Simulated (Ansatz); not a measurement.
Input of an Ansatz 0.2.0 run:

File input.yaml:

```yaml
crystal:
  lattice:
    - [3.16, 0.0, 0.0]
    - [0.0, 3.16, 0.0]
    - [0.0, 0.0, 3.16]
  atoms:
    - { symbol: Sb, position: [0.0, 0.0, 0.0] }
hamiltonian:
  xc: pbe
  pseudopotentials: { kind: paw_fr }
magnetization:
  noncollinear: true
  spin_orbit: true
kpoints:
  mp_grid: { grid: [6, 6, 6] }
  band_path:
    path:
      - [[0.0, 0.0, 0.0], [0.0, 0.5, 0.0], [0.5, 0.5, 0.0], [0.0, 0.0, 0.0], [0.5, 0.5, 0.5], [0.0, 0.5, 0.0]]
      - [[0.5, 0.5, 0.0], [0.5, 0.5, 0.5]]
    npoints: 14
scf:
  occupations: { method: fermi_dirac, width: 0.05 }
  n_extra_bands: 6
output:
  forces: true
  stress: true
  eigenvalues: true
  fatbands: false
```

Potentials or basis: Ansatz PAW.

Launch:

```sh
$ ansatz run input.yaml --threads 2 --pin off --max-ram 5632MiB --backend cpu --events-out ev --progress --plain --runs-dir out
```

Predict the band gap on the k mesh.

none (metal or under the smearing width).

Predict the pressure.

-1.9 GPa.

Levels at the corners of the path, in eV from the Fermi level:
| point | band 12 | band 13 | band 14 | band 15 | band 16 | band 17 | band 18 | band 19 | band 20 | band 21 |
| --- | --- | --- | --- | --- | --- | --- | --- | --- | --- | --- |
| Γ | -12.13 | 2.33 | 2.33 | 3.24 | 3.24 | 3.24 | 3.24 | 6.88 | 6.88 | 6.88 |
| X | -9.89 | -5.38 | -5.38 | 4.38 | 4.38 | 5.14 | 5.14 | 9.10 | 9.10 | 10.26 |
| M | -7.56 | -3.68 | -3.68 | -3.26 | -3.26 | 2.23 | 2.23 | 6.59 | 6.59 | 12.77 |
| Γ | -12.13 | 2.33 | 2.33 | 3.24 | 3.24 | 3.24 | 3.24 | 6.88 | 6.88 | 6.88 |
| R | -5.00 | -2.18 | -2.18 | -1.44 | -1.44 | -1.44 | -1.44 | 4.78 | 4.78 | 4.78 |
| X | -9.89 | -5.38 | -5.38 | 4.38 | 4.38 | 5.14 | 5.14 | 9.10 | 9.10 | 10.26 |
| M | -7.56 | -3.68 | -3.68 | -3.26 | -3.26 | 2.23 | 2.23 | 6.59 | 6.59 | 12.77 |
| R | -5.00 | -2.18 | -2.18 | -1.44 | -1.44 | -1.44 | -1.44 | 4.78 | 4.78 | 4.78 |
